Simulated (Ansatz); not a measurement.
# MoS2 (P6_3/mmc) in Ansatz: further runs, part 2 of 2

Ansatz 0.2.0. Earlier steps stand in the parts before.

### Step 3. Band structure, BLYP

input.yaml

```yaml
crystal:
  lattice:
    - [3.169, 0.0, 0.0]
    - [-1.5845, 2.7444345046, 0.0]
    - [0.0, 0.0, 12.324]
  atoms:
    - { symbol: Mo, position: [0.6666666667, 0.3333333333, 0.75] }
    - { symbol: Mo, position: [0.3333333333, 0.6666666667, 0.25] }
    - { symbol: S, position: [0.6666666667, 0.3333333333, 0.377] }
    - { symbol: S, position: [0.3333333333, 0.6666666667, 0.877] }
    - { symbol: S, position: [0.6666666667, 0.3333333333, 0.123] }
    - { symbol: S, position: [0.3333333333, 0.6666666667, 0.623] }
hamiltonian:
  xc: blyp
  pseudopotentials: { kind: paw }
kpoints:
  mp_grid: { grid: [10, 10, 3] }
  band_path:
    path:
      - [[0.0, 0.0, 0.0], [0.5, 0.0, 0.0], [0.3333333333, 0.3333333333, 0.0], [0.0, 0.0, 0.0], [0.0, 0.0, 0.5], [0.5, 0.0, 0.5], [0.3333333333, 0.3333333333, 0.5], [0.0, 0.0, 0.5]]
      - [[0.5, 0.0, 0.5], [0.5, 0.0, 0.0]]
      - [[0.3333333333, 0.3333333333, 0.0], [0.3333333333, 0.3333333333, 0.5]]
    npoints: 14
scf:
  occupations: { method: fermi_dirac, width: 0.05 }
  n_extra_bands: 15
output:
  forces: true
  stress: true
  eigenvalues: true
  fatbands: false
```

Potentials or basis: Ansatz PAW.

On the command line:

```console
$ ansatz run input.yaml --threads 2 --pin off --max-ram 5632MiB --backend cpu --events-out ev --progress --plain --runs-dir out
```

What it wrote:

```text
Warning: RAYON_NUM_THREADS=2 ignored (pool sized by the plan → 2); use --threads N
scf.n_extra_bands = 15 over 26 filled bands (N_el = 52.0): the run solves 41 bands
Engine: ansatz 0.2.0, aarch64-unknown-linux-gnu
Pseudopotentials: kind: paw
Pseudopotential: Mo, paw, valence charge 14, recommended cutoff 420 eV (normal), Mo.paw.azcp
Pseudopotential: S, paw, valence charge 6, recommended cutoff 420 eV (normal), S.paw.azcp
Functional definition: BLYP
  parameter beta = 0.0042
  parameter a = 0.04918
  parameter b = 0.132
  parameter c = 0.2533
  parameter d = 0.349
  exchange = b88_x(beta = beta)
  correlation = lyp_c(a = a, b = b, c = c, d = d)
[... 41 lines left out ...]
  E_vxc        = -794.764725  (∫ρ·V_xc dr)
  E_paw        = -8858.827140  (= ΣΔE_a)
  E_vpaw       = -308.202090  (= ΣTr[D̂ρ^β])
  E_aug_tail   = 0.000060  (compensation charges beyond the density's cutoff)
  E_ewald      = -3261.216446
  E_core_change = 0.248015  (= ΣΔE_core)
  E_smearing   = -0.000002  (= −TS)
  E_closure    = -0.000000  (closes the sum)
  Σ components = -13569.329041   (vs F -13569.329041, Δ=0.00e0)
--- Forces (eV/Å), atoms counted from 1 ---
  atom   1  Mo     0.00000000     0.00000000     0.00000000
  atom   2  Mo    -0.00000000    -0.00000000     0.00000000
  atom   3  S     -0.00000000    -0.00000000     0.32903339
  atom   4  S      0.00000000     0.00000000     0.32903339
  atom   5  S      0.00000000    -0.00000000    -0.32903339
  atom   6  S      0.00000000     0.00000000    -0.32903339
  max |Σ_I F_I| component: 1.16e-17 eV/Å
--- Stress (GPa, compression-positive) ---
       10.040214       0.000000       0.000000
        0.000000      10.040214      -0.000000
       -0.000000      -0.000000       8.189661
  P = ⅓ Tr σ = 9.4234 GPa (94.234 kbar)
--- Band table (eV; the first three rows and the last of 28) ---
  k-point 0: bands = ["-50.2741", "-50.2741", "-24.4018", "-24.4017", "-24.1939", "-24.1939", "-24.1938", "-24.1938", "-3.6079", "-3.3381", "-2.4295", "-1.9941", "4.5613", "5.5967", "7.8380", "8.0434", "8.0434", "8.0571", "8.0571", "9.1165", "9.1165", "9.1632", "9.1632", "10.1124", "10.1743", "11.2924", "13.3880", "13.3880", "13.4177", "13.4177", "13.5190", "13.5190", "13.6877", "13.6877", "17.0224", "17.1637", "19.5666", "20.0329", "20.0957", "21.2817", "21.2817"]
  k-point 1: bands = ["-50.2741", "-50.2741", "-24.4018", "-24.4017", "-24.1939", "-24.1939", "-24.1939", "-24.1939", "-3.5541", "-3.4234", "-2.3045", "-2.0911", "4.7659", "5.2610", "8.0467", "8.0467", "8.0536", "8.0536", "8.3179", "9.1282", "9.1282", "9.1515", "9.1515", "9.2437", "10.8088", "11.1789", "13.3892", "13.3892", "13.4005", "13.4005", "13.5707", "13.5707", "13.6514", "13.6514", "17.0639", "17.1340", "19.6885", "19.9511", "20.3099", "21.0431", "21.3739"]
  k-point 2: bands = ["-50.2704", "-50.2704", "-24.3945", "-24.3944", "-24.2312", "-24.2312", "-24.2024", "-24.2024", "-3.4604", "-3.1932", "-2.3598", "-1.9431", "4.7302", "5.7601", "7.5485", "7.7288", "7.7556", "8.1928", "8.2143", "8.6103", "8.8858", "8.9390", "9.2725", "10.1828", "10.2661", "11.0049", "13.2393", "13.2444", "13.3151", "13.3468", "13.4087", "13.5434", "13.6099", "13.6861", "17.6837", "17.8188", "19.9930", "20.1248", "20.6808", "21.0392", "21.3567"]
  k-point 27: bands = ["-50.2308", "-50.2308", "-24.4961", "-24.4961", "-24.4130", "-24.4130", "-24.3162", "-24.3162", "-1.4068", "-1.3871", "-1.3338", "-1.3147", "5.2964", "5.3719", "5.7929", "5.8693", "6.8043", "6.8746", "7.0366", "7.1423", "7.7092", "7.8883", "8.4779", "8.6854", "10.4536", "10.5248", "12.4438", "12.4794", "13.4232", "13.8077", "14.0220", "14.0410", "15.2935", "15.4727", "17.7527", "18.1807", "18.7461", "19.0295", "20.1931", "20.3260", "21.8419"]
```

Wall time 10 s (2 threads of Arm Neoverse V1, shared host); peak memory 0.51 GiB.

What came out:

```
Free energy             : -13569.3290 eV
Pressure                : 9.4 GPa
Largest force           : 0.329 eV/Å
Band gap on the k mesh  : 0.94 eV, indirect (least direct gap 1.86 eV)
Band gap along the path : 0.90 eV, indirect (least direct gap 1.65 eV)
```

Forces on the atoms (eV/Å):
```
Mo   0.000  0.000  0.000
Mo   0.000  0.000  0.000
S    0.000  0.000  0.329
S    0.000  0.000  0.329
S    0.000  0.000 -0.329
S    0.000  0.000 -0.329
```

Levels at the corners of the path, in eV from the valence-band top:
| point | band 22 | band 23 | band 24 | band 25 | band 26 | band 27 | band 28 | band 29 | band 30 | band 31 |
| --- | --- | --- | --- | --- | --- | --- | --- | --- | --- | --- |
| Γ | -2.13 | -2.13 | -1.18 | -1.12 | 0.00 | 2.10 | 2.10 | 2.13 | 2.13 | 2.23 |
| M | -2.46 | -1.72 | -1.52 | -1.30 | -1.20 | 1.56 | 1.60 | 1.97 | 2.22 | 2.87 |
| K | -3.72 | -2.68 | -2.68 | -0.76 | -0.61 | 1.04 | 1.04 | 1.88 | 2.79 | 2.79 |
| Γ | -2.13 | -2.13 | -1.18 | -1.12 | 0.00 | 2.10 | 2.10 | 2.13 | 2.13 | 2.23 |
| A | -2.15 | -2.15 | -2.15 | -0.26 | -0.26 | 2.10 | 2.10 | 2.10 | 2.10 | 2.32 |
| L | -2.60 | -1.62 | -1.62 | -1.25 | -1.25 | 1.58 | 1.58 | 2.10 | 2.10 | 3.24 |
| H | -3.35 | -2.86 | -2.86 | -0.70 | -0.70 | 1.04 | 1.04 | 2.33 | 2.33 | 2.82 |
| A | -2.15 | -2.15 | -2.15 | -0.26 | -0.26 | 2.10 | 2.10 | 2.10 | 2.10 | 2.32 |
| L | -2.60 | -1.62 | -1.62 | -1.25 | -1.25 | 1.58 | 1.58 | 2.10 | 2.10 | 3.24 |
| M | -2.46 | -1.72 | -1.52 | -1.30 | -1.20 | 1.56 | 1.60 | 1.97 | 2.22 | 2.87 |
| K | -3.72 | -2.68 | -2.68 | -0.76 | -0.61 | 1.04 | 1.04 | 1.88 | 2.79 | 2.79 |
| H | -3.35 | -2.86 | -2.86 | -0.70 | -0.70 | 1.04 | 1.04 | 2.33 | 2.33 | 2.82 |

Caveat: this functional lacks dispersion, which binds the layers, so the pressure and a relaxed spacing across them are unreliable; the PAW data sets come from PBE, with cores solved anew for the run's functional, which leaves a small shift of forces and pressure.

### Step 4. Band structure, r2SCAN

Changes to input.yaml since step 3:

```diff
@@ -13,3 +13,3 @@
 hamiltonian:
-  xc: blyp
+  xc: r2scan
   pseudopotentials: { kind: paw }
```

On the command line:

```console
$ ansatz run input.yaml --threads 2 --pin off --max-ram 5632MiB --backend cpu --events-out ev --progress --plain --runs-dir out
```

Wall time 21 s (2 threads of Arm Neoverse V1, shared host); peak memory 0.7 GiB.

It converged, with:

| Property | Result |
| --- | --- |
| Free energy | -13564.2825 eV |
| Pressure | 0.8 GPa |
| Largest force | 0.244 eV/Å |
| Band gap on the k mesh | 1.03 eV, indirect (least direct gap 1.98 eV) |
| Band gap along the path | 0.99 eV, indirect (least direct gap 1.76 eV) |

Forces on the atoms (eV/Å):
```
Mo   0.000  0.000  0.000
Mo   0.000  0.000  0.000
S    0.000  0.000 -0.244
S    0.000  0.000 -0.244
S    0.000  0.000  0.244
S    0.000  0.000  0.244
```

Stress tensor (GPa, compression positive):
```
 1.16  0.00  0.00
 0.00  1.16  0.00
 0.00  0.00 -0.04
```

Levels at the corners of the path, in eV from the valence-band top:
| point | band 23 | band 24 | band 25 | band 26 | band 27 | band 28 | band 29 | band 30 |
| --- | --- | --- | --- | --- | --- | --- | --- | --- |
| Γ | -2.27 | -1.30 | -1.18 | 0.00 | 2.24 | 2.24 | 2.27 | 2.27 |
| M | -1.88 | -1.67 | -1.45 | -1.33 | 1.70 | 1.75 | 2.10 | 2.36 |
| K | -2.86 | -2.86 | -0.81 | -0.65 | 1.11 | 1.11 | 1.98 | 3.00 |
| Γ | -2.27 | -1.30 | -1.18 | 0.00 | 2.24 | 2.24 | 2.27 | 2.27 |
| A | -2.29 | -2.29 | -0.29 | -0.29 | 2.24 | 2.24 | 2.24 | 2.24 |
| L | -1.77 | -1.77 | -1.38 | -1.38 | 1.72 | 1.72 | 2.24 | 2.24 |
| H | -3.05 | -3.05 | -0.74 | -0.74 | 1.11 | 1.11 | 2.45 | 2.45 |
| A | -2.29 | -2.29 | -0.29 | -0.29 | 2.24 | 2.24 | 2.24 | 2.24 |
| L | -1.77 | -1.77 | -1.38 | -1.38 | 1.72 | 1.72 | 2.24 | 2.24 |
| M | -1.88 | -1.67 | -1.45 | -1.33 | 1.70 | 1.75 | 2.10 | 2.36 |
| K | -2.86 | -2.86 | -0.81 | -0.65 | 1.11 | 1.11 | 1.98 | 3.00 |
| H | -3.05 | -3.05 | -0.74 | -0.74 | 1.11 | 1.11 | 2.45 | 2.45 |

Caveat: the PAW data sets come from PBE, with cores solved anew for the run's functional, which leaves a small shift of forces and pressure.

### Step 5. Summary

```tsv
level	cutoff (eV)	gap on the mesh (eV)	pressure (GPa)	largest force (eV/Å)
revPBE	420	0.96	3.9	0.02
BLYP	420	0.94	9.4	0.33
r2SCAN	500	1.03	0.8	0.24
```

Alike in all rows: task band structure; potentials or basis Ansatz PAW; no spin polarisation; cell as given; k mesh 10 × 10 × 3; smearing fermi-dirac 0.05 eV.

On the cell as given the gap runs from 0.90 eV (BLYP) to 0.99 eV (r2SCAN). The pressure there spans 0.8 GPa (r2SCAN) to 9.4 GPa (BLYP); a positive pressure means that this level wants a larger cell, a negative one a smaller.

Caveats: the PAW data sets come from PBE, with cores solved anew for the run's functional, which leaves a small shift of forces and pressure; this functional lacks dispersion, which binds the layers, so the pressure and a relaxed spacing across them are unreliable (some runs).

Absolute energies hang on the potentials; compare differences alone.

### Step 6. How close it comes

Step 2. Measured gap of MoS2: 1.3 eV (indirect; 300 K; “Multiwavelength excitation Raman Scattering Analysis of bulk and 2 dimensional MoS2: Vibrational properties of atomically thin MoS2 layers”, 2015, arxiv:1506.03228). This calculation gives 0.92 eV (-0.38 eV). Spin-orbit coupling on Mo is left out. The value is that of revPBE, without temperature or zero-point motion. Semilocal functionals fall short of measured gaps as a rule.

Step 3. A measured gap of MoS2 is 1.3 eV (indirect; 300 K; “Multiwavelength excitation Raman Scattering Analysis of bulk and 2 dimensional MoS2: Vibrational properties of atomically thin MoS2 layers”, 2015, arxiv:1506.03228); the calculated 0.90 eV misses it by -0.40 eV. Spin-orbit coupling on Mo is left out. The value is that of BLYP, without temperature or zero-point motion. Semilocal functionals fall short of measured gaps as a rule.

Step 4. Against the measured gap of MoS2, 1.3 eV (indirect; 300 K; “Multiwavelength excitation Raman Scattering Analysis of bulk and 2 dimensional MoS2: Vibrational properties of atomically thin MoS2 layers”, 2015, arxiv:1506.03228), the calculated 0.99 eV is off by -0.31 eV. Spin-orbit coupling on Mo is left out. The value is that of r2SCAN, without temperature or zero-point motion.
